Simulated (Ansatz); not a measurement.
# Titanium, hcp under r²SCAN: convergence with the plane-wave cutoff, part 2 of 2

Aim: find which plane-wave cutoff is enough for energy and pressure. The geometry was relaxed under r²SCAN beforehand and stays fixed; 9 values are run, from 150 to 800 eV. Wanted are the values from which on the energy stays within 10 and 1 meV/atom, and the pressure within 0.5 GPa, of the last run. Within the series other settings stay, but some runs also write fields, which adds to their time. Spin polarisation is left out.

Ansatz 0.2.0; DFT r²SCAN, plane waves with PAW, scalar-relativistic. The steps go on from the part before.

### Step 7. Cutoff 350 eV

The run at 350 eV.

input.yaml reads:

```yaml
crystal:
  lattice:
    - [2.9358559451, 0.0, 0.0]
    - [-1.4679279726, 2.5425258303, 0.0]
    - [0.0, 0.0, 4.6416239676]
  atoms:
    - { symbol: Ti, position: [0.3333333333, 0.6666666667, 0.25] }
    - { symbol: Ti, position: [0.6666666667, 0.3333333333, 0.75] }
hamiltonian:
  xc: r2scan
  pseudopotentials:
    kind: paw
    azcp:
      Ti: "pseudopotentials/Ti.paw.azcp"
basis:
  ecutwfc: 350
  fft_grid_basis: typed
kpoints:
  mp_grid: { grid: [12, 12, 7], shift: [0, 0, 0] }
magnetization:
  spin_polarized: false
scf:
  occupations: { method: fermi_dirac, width: 0.1 }
  lower_state_search: "off"
output:
  stress: true
```

Launch:

```bash
ansatz run input.yaml --threads 1 --pin off --max-ram 3584MiB --backend cpu --events-out ev --progress --plain --runs-dir out
```

Standard output, shortened:

```text
Warning: basis.ecutwfc = 350 eV is below the records' recommended 500 eV, and the density's cutoff is lower with it unless basis.ecutrho_ratio is high enough to keep the records' density cutoff: compare with a run at a higher cutoff
[...]
Pseudopotentials: kind: paw
Pseudopotential: Ti, paw, valence charge 12, recommended cutoff 500 eV (meta_gga), <dir>
Functional definition: r2SCAN
[...]
Crystal: 2 atoms, lattice volume = 34.647 Å³
Basis set: ecut = 350 eV, 537 PW (Γ), exchange–correlation on 72×72×120 points (64 copies of the dense FFT grid, shifted against one another)
Bands: 16, of which v1, the nominal top of the filled ones, is band 12 counted from 1 (11 counted from 0)
Symmetry: 24 space group operations
Space group: P63/mmc (ITA 194), of the structure as read, at distance tolerance 3.3e-5 Å
k-points: 76 of 1008
[...]
SCF iter   1: F=-5008.702320 eV  HF=-5008.707156 eV  |F-HF|=4.84e-3  |Δ(HF+E_count)|=         —  Δρ=1.64e-2  dr2=8.25e-2  dr2_τ=1.64e-2  ethr=1.77e-3  ⟨swp⟩=3.4  Hψ=5334  notcnv=0
[...]
SCF iter   6: F=-5008.751080 eV  HF=-5008.751080 eV  |F-HF|=5.78e-10  |Δ(HF+E_count)|=   1.18e-7  Δρ=4.39e-6  dr2=3.99e-9  dr2_τ=3.24e-10  ethr=4.17e-10  ⟨swp⟩=4.0  Hψ=3710  notcnv=0
[...]
SCF converged after 6 iterations
Free energy (F): -5008.751080 eV
[...]
E sigma→0 (E₀):  -5008.718616 eV
Entropy (-TS):   -0.064928 eV (-32.464 meV/atom)
Fermi energy:    13.436394 eV
[...]
--- Stress (GPa, compression-positive) ---
       -0.010898       0.000000       0.000000
        0.000000      -0.010898       0.000000
        0.000000       0.000000      -0.107262
  P = ⅓ Tr σ = -0.0430 GPa (-0.430 kbar)
```

It took 3.9 s on 1 thread of Intel Xeon Platinum 8259CL at 2.50GHz (Skylake/Cascade Lake), shared host; peak memory 0.54 GiB.

### Step 8. Cutoff 420 eV

The run at 420 eV.

input.yaml: that of step 7 with these lines changed.

```diff
@@ -15,3 +15,3 @@
 basis:
-  ecutwfc: 350
+  ecutwfc: 420
   fft_grid_basis: typed
```

Launch:

```bash
ansatz run input.yaml --threads 1 --pin off --max-ram 3584MiB --backend cpu --events-out ev --progress --plain --runs-dir out
```

Standard output, shortened:

```text
Warning: basis.ecutwfc = 420 eV is below the records' recommended 500 eV, and the density's cutoff is lower with it unless basis.ecutrho_ratio is high enough to keep the records' density cutoff: compare with a run at a higher cutoff
[...]
[... 3 set-up lines as earlier in the session ...]
[...]
Crystal: 2 atoms, lattice volume = 34.647 Å³
Basis set: ecut = 420 eV, 687 PW (Γ), exchange–correlation on 80×80×128 points (64 copies of the dense FFT grid, shifted against one another)
Bands: 16, of which v1, the nominal top of the filled ones, is band 12 counted from 1 (11 counted from 0)
[... 2 set-up lines as earlier in the session ...]
k-points: 76 of 1008
[...]
SCF iter   1: F=-5008.718223 eV  HF=-5008.719903 eV  |F-HF|=1.68e-3  |Δ(HF+E_count)|=         —  Δρ=1.62e-2  dr2=8.14e-2  dr2_τ=1.62e-2  ethr=1.77e-3  ⟨swp⟩=3.5  Hψ=5393  notcnv=0
[...]
SCF iter   6: F=-5008.765352 eV  HF=-5008.765352 eV  |F-HF|=6.57e-10  |Δ(HF+E_count)|=   6.74e-8  Δρ=4.86e-6  dr2=4.49e-9  dr2_τ=3.88e-10  ethr=4.17e-10  ⟨swp⟩=4.0  Hψ=3690  notcnv=0
[...]
SCF converged after 6 iterations
Free energy (F): -5008.765352 eV
[...]
E sigma→0 (E₀):  -5008.732899 eV
Entropy (-TS):   -0.064905 eV (-32.453 meV/atom)
Fermi energy:    13.438140 eV
[...]
--- Stress (GPa, compression-positive) ---
       -0.002730       0.000000       0.000000
        0.000000      -0.002730       0.000000
        0.000000       0.000000      -0.072154
  P = ⅓ Tr σ = -0.0259 GPa (-0.259 kbar)
```

It took 5 s on 1 thread of Intel Xeon Platinum 8259CL at 2.50GHz (Skylake/Cascade Lake), shared host; peak memory 0.56 GiB.

### Step 9. Cutoff 500 eV

The run at 500 eV.

input.yaml: that of step 8 with these lines changed.

```diff
@@ -15,3 +15,3 @@
 basis:
-  ecutwfc: 420
+  ecutwfc: 500
   fft_grid_basis: typed
```

Launch:

```bash
ansatz run input.yaml --threads 1 --pin off --max-ram 3584MiB --backend cpu --events-out ev --progress --plain --runs-dir out
```

Standard output, shortened:

```text
[...]
[... 3 set-up lines as earlier in the session ...]
[...]
Crystal: 2 atoms, lattice volume = 34.647 Å³
Basis set: ecut = 500 eV, 881 PW (Γ), exchange–correlation on 96×96×144 points (64 copies of the dense FFT grid, shifted against one another)
Bands: 16, of which v1, the nominal top of the filled ones, is band 12 counted from 1 (11 counted from 0)
[... 2 set-up lines as earlier in the session ...]
k-points: 76 of 1008
[...]
SCF iter   1: F=-5008.721924 eV  HF=-5008.724952 eV  |F-HF|=3.03e-3  |Δ(HF+E_count)|=         —  Δρ=1.63e-2  dr2=8.18e-2  dr2_τ=1.56e-2  ethr=1.77e-3  ⟨swp⟩=3.5  Hψ=5397  notcnv=0
[...]
SCF iter   6: F=-5008.769915 eV  HF=-5008.769915 eV  |F-HF|=2.62e-10  |Δ(HF+E_count)|=   5.62e-8  Δρ=4.93e-6  dr2=4.51e-9  dr2_τ=3.93e-10  ethr=4.17e-10  ⟨swp⟩=4.0  Hψ=3700  notcnv=0
[...]
SCF converged after 6 iterations
Free energy (F): -5008.769915 eV
[...]
E sigma→0 (E₀):  -5008.737462 eV
Entropy (-TS):   -0.064907 eV (-32.453 meV/atom)
Fermi energy:    13.437787 eV
[...]
--- Stress (GPa, compression-positive) ---
        0.024477       0.000000       0.000000
        0.000000       0.024477       0.000000
        0.000000       0.000000      -0.039146
  P = ⅓ Tr σ = 0.0033 GPa (0.033 kbar)
```

Wall time 6.6 s (1 thread of Intel Xeon Platinum 8259CL at 2.50GHz (Skylake/Cascade Lake), shared host); peak memory 0.6 GiB.

### Step 10. Cutoff 600 eV

The run at 600 eV.

input.yaml: that of step 9 with these lines changed.

```diff
@@ -15,3 +15,3 @@
 basis:
-  ecutwfc: 500
+  ecutwfc: 600
   fft_grid_basis: typed
@@ -26 +26,5 @@
   stress: true
+  write_density: true
+  write_potential: true
+  elf: true
+  volumetric_format: npy
```

Launch:

```bash
ansatz run input.yaml --threads 1 --pin off --max-ram 3584MiB --backend cpu --events-out ev --progress --plain --runs-dir out
```

Standard output, shortened:

```text
[...]
[... 3 set-up lines as earlier in the session ...]
[...]
Crystal: 2 atoms, lattice volume = 34.647 Å³
Basis set: ecut = 600 eV, 1117 PW (Γ), exchange–correlation on 96×96×160 points (64 copies of the dense FFT grid, shifted against one another)
Bands: 16, of which v1, the nominal top of the filled ones, is band 12 counted from 1 (11 counted from 0)
[... 2 set-up lines as earlier in the session ...]
k-points: 76 of 1008
[...]
SCF iter   1: F=-5008.725740 eV  HF=-5008.728578 eV  |F-HF|=2.84e-3  |Δ(HF+E_count)|=         —  Δρ=1.64e-2  dr2=8.18e-2  dr2_τ=1.48e-2  ethr=1.77e-3  ⟨swp⟩=3.6  Hψ=5414  notcnv=0
[...]
SCF iter   6: F=-5008.773946 eV  HF=-5008.773946 eV  |F-HF|=1.41e-10  |Δ(HF+E_count)|=   6.13e-8  Δρ=4.96e-6  dr2=4.50e-9  dr2_τ=4.22e-10  ethr=4.17e-10  ⟨swp⟩=7.1  Hψ=7246  notcnv=0
[...]
SCF converged after 6 iterations
Free energy (F): -5008.773946 eV
[...]
E sigma→0 (E₀):  -5008.741486 eV
Entropy (-TS):   -0.064920 eV (-32.460 meV/atom)
Fermi energy:    13.438066 eV
[...]
--- Stress (GPa, compression-positive) ---
        0.036596       0.000000       0.000000
        0.000000       0.036596       0.000000
        0.000000       0.000000      -0.020924
  P = ⅓ Tr σ = 0.0174 GPa (0.174 kbar)
--- Band table (eV; the first three rows and the last of 76) ---
  k-point 0: bands = ["-45.7942", "-45.6488", "-21.3424", "-20.6795", "-20.6795", "-20.5984", "-20.5753", "-20.5753", "6.8059", "10.5896", "14.0494", "14.3181", "14.3181", "14.4435", "14.8527", "14.8527"]
[...]
```

It took 12 s on 1 thread of Intel Xeon Platinum 8259CL at 2.50GHz (Skylake/Cascade Lake), shared host; peak memory 0.64 GiB.

### Step 11. Cutoff 800 eV

The run at 800 eV.

input.yaml: that of step 10 with these lines changed.

```diff
@@ -15,3 +15,3 @@
 basis:
-  ecutwfc: 600
+  ecutwfc: 800
   fft_grid_basis: typed
@@ -26,5 +26 @@
   stress: true
-  write_density: true
-  write_potential: true
-  elf: true
-  volumetric_format: npy
```

Launch:

```bash
ansatz run input.yaml --threads 1 --pin off --max-ram 3584MiB --backend cpu --events-out ev --progress --plain --runs-dir out
```

Standard output, shortened:

```text
[...]
[... 3 set-up lines as earlier in the session ...]
[...]
Crystal: 2 atoms, lattice volume = 34.647 Å³
Basis set: ecut = 800 eV, 1785 PW (Γ), exchange–correlation on 120×120×180 points (64 copies of the dense FFT grid, shifted against one another)
Bands: 16, of which v1, the nominal top of the filled ones, is band 12 counted from 1 (11 counted from 0)
[... 2 set-up lines as earlier in the session ...]
k-points: 76 of 1008
[...]
SCF iter   1: F=-5008.728583 eV  HF=-5008.732266 eV  |F-HF|=3.68e-3  |Δ(HF+E_count)|=         —  Δρ=1.64e-2  dr2=8.18e-2  dr2_τ=1.40e-2  ethr=1.77e-3  ⟨swp⟩=3.6  Hψ=5426  notcnv=0
[...]
SCF iter   6: F=-5008.776837 eV  HF=-5008.776837 eV  |F-HF|=3.30e-10  |Δ(HF+E_count)|=   6.97e-8  Δρ=4.77e-6  dr2=4.20e-9  dr2_τ=4.09e-10  ethr=3.64e-10  ⟨swp⟩=2.0  Hψ=4587  notcnv=0
[...]
SCF converged after 6 iterations
Free energy (F): -5008.776837 eV
[...]
E sigma→0 (E₀):  -5008.744379 eV
Entropy (-TS):   -0.064916 eV (-32.458 meV/atom)
Fermi energy:    13.437812 eV
[...]
--- Stress (GPa, compression-positive) ---
        0.023846       0.000000       0.000000
        0.000000       0.023846       0.000000
        0.000000       0.000000      -0.037019
  P = ⅓ Tr σ = 0.0036 GPa (0.036 kbar)
```

Run time: 13 s. Hardware: 1 thread of Intel Xeon Platinum 8259CL at 2.50GHz (Skylake/Cascade Lake), shared host; peak memory 0.75 GiB.

### Step 12. The series

Differences are taken from the run at 800 eV.

```csv
cutoff (eV),plane waves at Γ,E(σ → 0) (meV/atom),P (GPa),SCF cycles,CPU time
150,135,23690.67,-24.36,7,2 s
200,233,5131.10,10.38,7,4.4 s
250,311,915.25,-2.62,6,3 s
300,391,119.01,-0.58,6,4.5 s
350,537,12.88,-0.04,6,3.9 s
420,687,5.74,-0.03,6,5 s
500,881,3.46,0.00,6,6.7 s
600,1117,1.45,0.02,6,12 s
800,1785,0.00,0.00,6,13 s
```

### Step 13. Summary of results

The summary covers parts 1 to 2.

| quantity | value |
| --- | --- |
| E(σ → 0) stays within 10 meV/atom of 800 eV | from 420 eV on |
| E(σ → 0) stays within 1 meV/atom | not reached before 800 eV |
| pressure stays within 0.5 GPa | from 350 eV on |
| pressure at 800 eV | 0.00 GPa |
| CPU time, dearest over cheapest | 6.5 |
| run at the usual settings (mesh 20×20×11 against the series' 12×12×7, 500 eV) | +3.4 meV/atom from 800 eV, 0.00 GPa |

In words: The far end, 150 eV, lies +23691 meV/atom and -24.4 GPa from the yardstick. The energy falls at each step up in cutoff, as the variational principle asks. The total energy has not settled to 1 meV/atom before the last cutoff.
